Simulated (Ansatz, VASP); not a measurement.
**One calculation of Sc, two programs**

```xyz
1
Lattice="0.0000 2.2823 2.2823 2.2823 0.0000 2.2823 2.2823 2.2823 0.0000" Properties=species:S:1:pos:R:3 pbc="T T T"
Sc    0.0000    0.0000    0.0000
```

This isn't the form of Sc at room conditions, which is hcp.

Alike in both runs: task single point; functional r2SCAN; k mesh 10 × 10 × 10; occupations tetrahedron; no spin polarisation.

|  | VASP | Ansatz |
| --- | --- | --- |
| version | VASP 6.6.1 | Ansatz 0.2.0 |
| potentials or method | VASP PAW PBE potentials, release 64 (Sc_sv) | PAW plane waves |
| plane-wave cutoff (eV) | 520 | 500 |
| valence electrons in the cell | 11 | 11 |

Ansatz gave:

```
pressure (GPa) : 3.0
```

Question: Which values does VASP return?

Answer: Pressure (GPa): 3.2.

With one functional, cell and mesh, what is left measures potentials, basis and numerics. Ansatz warned: «band_table_not_solved_further».

Caveats: the PAW data sets were made with another functional, which shifts forces and pressure a little (VASP); tetrahedron occupations give inexact forces and stress in metals.
